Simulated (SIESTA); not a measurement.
The system is MoSe2.

```xyz
6
Lattice="3.2880 0.0000 0.0000 -1.6440 2.8475 0.0000 0.0000 0.0000 12.9000" Properties=species:S:1:pos:R:3 pbc="T T T"
Mo    1.6440    0.9492    9.6750
Mo    0.0000    1.8983    3.2250
Se    1.6440    0.9492    4.8375
Se    0.0000    1.8983   11.2875
Se    1.6440    0.9492    1.6125
Se    0.0000    1.8983    8.0625
```

Base run:

```yaml
Program: SIESTA 5.4.2
Functional: B86bPBE
Potentials_or_basis: PseudoDojo 0.4 standard (PBE files)
Basis: DZP (energy shift 0.002 Ry)
Grid_cutoff: 800 Ry
Energy_shift: 0.002 Ry
k_mesh: 9 × 9 × 2
Occupations: fermi-dirac, width 0.05 eV
Spin: no spin polarisation
```

Its results: band gap on the k mesh 0.80 eV, indirect (least direct gap 1.40 eV); pressure 16.8 GPa; largest force 2.225 eV/Å.

Task: The run is repeated on the same cell with these changes: functional from B86bPBE to vdW-DF2. What comes out?

Result: Band gap on the k mesh 0.76 eV, indirect (least direct gap 1.40 eV); pressure 25.4 GPa; largest force 3.002 eV/Å.

Caveats: semicore shells carry a single zeta, which can move pressures by several GPa and volumes by a few percent; so large a pressure means that the cell lies far from this level's equilibrium, or that cutoff or potentials fall short; the potentials were made for another functional, which shifts forces and pressure; the cell's inner coordinates are idealised or old, which leaves forces on the atoms; the basis of atomic orbitals isn't converged, which shifts pressures, moduli and gaps.
